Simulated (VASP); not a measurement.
The system is Os.

```
Os
1.0
     1.52000    1.52000    1.52000
    -1.52000    1.52000    1.52000
    -1.52000   -1.52000    1.52000
Os
1
Direct
  0.00000 0.00000 0.00000
```

The cell was built by a generator and needn't be a form met in nature.

```yaml
Program: VASP 6.6.1
Task: relaxation of cell and atoms
Functional: PBEsol
Potentials_or_basis: VASP PAW PBE potentials, release 64 (Os)
Cutoff: 600 eV
k_mesh: 11 × 11 × 11
Occupations: methfessel-paxton, width 0.05 eV
Spin: no spin polarisation
```

At the start: pressure 9.6 GPa; volume 14.05 Å³/atom.

Problem. Where does the relaxation end?

Solution. Over 4 steps the energy falls by 9.6 meV/atom and the volume is 14.38 Å³/atom (+2.3 %); space group Im-3m (No. 229, to 0.05 Å).

The path:
```
step  energy change (eV)  largest force (eV/Å)  pressure (GPa)  volume (Å³)
   1              0.0000                0.0000            9.62        14.05
   2              0.1406                0.0000          -29.99        15.83
   3             -0.0096                0.0000           -0.40        14.39
   4             -0.0096                0.0000           -0.02        14.38
```

Final structure:
```
Os
1.0
     1.53177    1.53177    1.53177
    -1.53177    1.53177    1.53177
    -1.53177   -1.53177    1.53177
Os
1
Cartesian
  0.0000 0.0000 0.0000
```

Caveat: the PAW data sets were made with another functional, which shifts forces and pressure a little.
